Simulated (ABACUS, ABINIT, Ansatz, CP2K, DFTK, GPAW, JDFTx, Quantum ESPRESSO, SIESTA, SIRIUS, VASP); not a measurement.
# MgB2: 11 runs at one level of theory

```xyz
3
Lattice="3.0850 0.0000 0.0000 -1.5425 2.6717 0.0000 0.0000 0.0000 3.5230" Properties=species:S:1:pos:R:3 pbc="T T T"
Mg    0.0000    0.0000    0.0000
B     1.5425    0.8906    1.7615
B     0.0000    1.7811    1.7615
```

Alike in all runs: task single point; functional PBEsol; k mesh 10 × 10 × 8; occupations fermi-dirac, width 0.05 eV; no spin polarisation; no spin-orbit coupling. Pressure is positive in compression and, in plane waves, holds the error of the finite cutoff.

```csv
program and potentials,plane-wave cutoff (eV),notes,pressure (GPa)
"ABACUS, PseudoDojo NC SR 0.4.1 PBEsol standard, plane waves",1143,5.33 valence electrons an atom on average,-2.64
"DFTK, PseudoDojo SR PBEsol 0.4.1 standard (PBEsol)",1143,5.33 valence electrons an atom on average,-2.65
"JDFTx, PseudoDojo-SR-PBEsol-0.4.1-standard with smoothed tails",1143,5.33 valence electrons an atom on average,-2.65
"Quantum ESPRESSO, GBRV 1.5 PBEsol",612,5.33 valence electrons an atom on average,-2.97
"SIRIUS, PseudoDojo 0.4.1 PBEsol standard (scalar relativistic)",1152,5.33 valence electrons an atom on average,-2.65
"GPAW, PAW data sets generated for this functional",800,5.33 valence electrons an atom on average,-3.06
"CP2K, POTENTIAL_UZH Mg GTH-PBE-q10, B GTH-PBE-q3; TZVP-MOLOPT-PBE-GTH basis",-,atomic basis; potentials made for PBE; 5.33 valence electrons an atom on average,-0.93
"ABINIT, PseudoDojo NC SR PBEsol v0.4.1 standard",1143,5.33 valence electrons an atom on average,-2.65
"VASP, PBE PAW files B, Mg, 520 eV",520,potentials made for PBE; 2.67 valence electrons an atom on average,-3.04
"Ansatz, all-electron LAPW, scalar-relativistic",-,-,-3.06
"SIESTA, files PseudoDojo sr-pbesol-0.4.1-standard, DZP (energy shift 0.003 Ry; two zetas on semicore shells)",-,atomic basis; 5.33 valence electrons an atom on average,2.39
```

The pressure spans -3.06 (GPAW, PAW data sets generated for this functional) to 2.39 GPa (SIESTA, files PseudoDojo sr-pbesol-0.4.1-standard, DZP (energy shift 0.003 Ry; two zetas on semicore shells)), with all-electron results at -3.06. The pressure on the cell as given of CP2K, POTENTIAL_UZH Mg GTH-PBE-q10, B GTH-PBE-q3; TZVP-MOLOPT-PBE-GTH basis; SIESTA, files PseudoDojo sr-pbesol-0.4.1-standard, DZP (energy shift 0.003 Ry; two zetas on semicore shells) lies far from the others; the cause wasn't traced. Rows in atomic bases carry the error of their basis and grid, which can be large.

The functional is the same throughout but for its coding, so the spread measures potentials, basis and numerics; runs on potential files found faulty are left out.
